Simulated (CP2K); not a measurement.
Write the native input for CP2K 2026.2 that does the following.

| Item | Value |
| --- | --- |
| Task | relaxation of cell and atoms |
| Functional | LDA |
| Potentials or basis | GTH_POTENTIALS Ga GTH-PADE-q13; TZVP-MOLOPT-PBE-GTH basis |
| Density cutoff | 6123 eV |
| k mesh | 7 × 7 × 7 |
| Occupations | fermi-dirac, width 0.0259 eV |
| Spin | no spin polarisation |
| SCF solver | diagonalisation with k points |
| Quickstep method | GPW |
| EPS_DEFAULT | 1.0E-10 |
| EPS_SCF | 1.0E-6 |
| MAX_SCF | 100 |
| SCF_GUESS | ATOMIC |
| Mesh centred on Gamma | yes |
| CHOLESKY | OFF |
| EPS_EIGVAL | 1.0E-7 |
| MIXING METHOD | BROYDEN_MIXING |
| MIXING ALPHA | 0.4 |
| NBUFFER | 8 |
| NGRIDS | 5 |
| EXTRAPOLATION | USE_PREV_P |
| Basis sets | Ga TZVP-MOLOPT-PBE-GTH-q13 |
| Potentials | Ga GTH-PADE-q13 of GTH_POTENTIALS |
| ADDED_MOS | [10] |
| Optimiser | BFGS |
| Most steps | 40 |
| KEEP_SPACE_GROUP | yes |
| Force threshold (eV/A) | 0.03 eV/Å |
| PRESSURE_TOLERANCE (bar) | 300 bar |
| Target pressure (GPa) | 0 GPa |
| REL_CUTOFF (Ry) | 60 Ry |
| MIXING BETA (1/bohr) | 1.5 1/bohr |
| CUTOFF of the grids | 450 Ry |

Crystal: Ga.

```
Ga
1.0
     4.31587    0.00000    0.00000
    -3.34156    2.73143    0.00000
     0.00000    0.00000    3.17000
Ga
2
Direct
  0.13300 0.86700 0.75000
  0.86700 0.13300 0.25000
```

This isn't the form of Ga at room conditions, which is orthorhombic.

One way to write it, as run:

ga_vcrelax.inp

```
&GLOBAL
  PROJECT ga_vcrelax
  RUN_TYPE CELL_OPT
  PRINT_LEVEL LOW
&END GLOBAL
&FORCE_EVAL
  METHOD QS
  STRESS_TENSOR ANALYTICAL
  &DFT
    BASIS_SET_FILE_NAME BASIS_MOLOPT_UZH
    POTENTIAL_FILE_NAME GTH_POTENTIALS
    &MGRID
      CUTOFF 450
      REL_CUTOFF 60
      NGRIDS 5
    &END MGRID
    &QS
      METHOD GPW
      EPS_DEFAULT 1.0E-10
      EXTRAPOLATION USE_PREV_P
    &END QS
    &KPOINTS
      SCHEME MONKHORST-PACK 7 7 7
      GAMMA_CENTERED T
    &END KPOINTS
    &SCF
      SCF_GUESS ATOMIC
      EPS_SCF 1.0E-6
      MAX_SCF 100
      ADDED_MOS 10
      CHOLESKY OFF
      EPS_EIGVAL 1.0E-7
      &DIAGONALIZATION ON
        ALGORITHM STANDARD
      &END DIAGONALIZATION
      &MIXING ON
        METHOD BROYDEN_MIXING
        ALPHA 0.4
        BETA 1.5
        NBUFFER 8
      &END MIXING
      &SMEAR ON
        METHOD FERMI_DIRAC
        ELECTRONIC_TEMPERATURE [K] 300.557
      &END SMEAR
    &END SCF
    &XC
      &XC_FUNCTIONAL
        &LDA_X
        &END LDA_X
        &LDA_C_PW
        &END LDA_C_PW
      &END XC_FUNCTIONAL
    &END XC
    &PRINT
      &KPOINTS ON
      &END KPOINTS
      &MULLIKEN ON
        &EACH
          CELL_OPT 0
        &END EACH
        ADD_LAST NUMERIC
      &END MULLIKEN
      &MO ON
        ENERGIES T
        OCCUPATION_NUMBERS T
        &EACH
          QS_SCF 0
          CELL_OPT 0
        &END EACH
        ADD_LAST NUMERIC
      &END MO
    &END PRINT
  &END DFT
  &SUBSYS
    &CELL
      A 4.3158689739 0.0000000000 0.0000000000
      B -3.3415576532 2.7314313922 0.0000000000
      C 0.0000000000 0.0000000000 3.1700000000
      PERIODIC XYZ
    &END CELL
    &COORD
      SCALED
      Ga  0.1330000000 0.8670000000 0.7500000000
      Ga  0.8670000000 0.1330000000 0.2500000000
    &END COORD
    &KIND Ga
      BASIS_SET TZVP-MOLOPT-PBE-GTH-q13
      POTENTIAL GTH-PADE-q13
    &END KIND
    &PRINT
      &ATOMIC_COORDINATES ON
      &END ATOMIC_COORDINATES
      &CELL ON
      &END CELL
      &SYMMETRY ON
      &END SYMMETRY
    &END PRINT
  &END SUBSYS
  &PRINT
    &FORCES ON
    &END FORCES
    &STRESS_TENSOR ON
    &END STRESS_TENSOR
  &END PRINT
&END FORCE_EVAL
&MOTION
  &CELL_OPT
    OPTIMIZER BFGS
    MAX_ITER 40
    MAX_FORCE [eV*angstrom^-1] 0.03
    RMS_FORCE [eV*angstrom^-1] 0.03
    MAX_DR 1.0E-2
    RMS_DR 1.0E-2
    EXTERNAL_PRESSURE [bar] 0.0
    PRESSURE_TOLERANCE [bar] 300
    KEEP_SPACE_GROUP T
  &END CELL_OPT
  &PRINT
    &TRAJECTORY ON
    &END TRAJECTORY
    &CELL ON
    &END CELL
    &FORCES ON
    &END FORCES
    &STRESS ON
    &END STRESS
    &RESTART OFF
    &END RESTART
    &RESTART_HISTORY OFF
    &END RESTART_HISTORY
  &END PRINT
&END MOTION
```

Potentials or basis: GTH_POTENTIALS Ga GTH-PADE-q13; TZVP-MOLOPT-PBE-GTH basis.

Command:

```bash
$ OMP_NUM_THREADS=1 cp2k.psmp -i ga_vcrelax.inp -o ga_vcrelax.out
```

It gave:

```yaml
Relaxed_volume: 17.55 Å³/atom
Relaxed_cell: a = 4.961 Å, b = 5.007 Å, c = 2.838 Å, α = 90.00°, β = 90.00°, γ = 150.15°
Space_group_after_relaxing_to_0.05_Å: P2_1/m (No. 11)
Energy_gained_by_relaxing: 41.8 meV/atom
Ionic_steps: 29
Pressure_after_relaxing: 0.0 GPa
Largest_force_after_relaxing: 0.004 eV/Å
Band_gap_on_the_k_mesh: none (metal or under the smearing width)
```

Caveat: the basis of atomic orbitals isn't converged, which shifts pressures, moduli and gaps.

It took 37 min on 1 thread of Arm Neoverse V2 (shared host), peak memory 0.48 GiB.
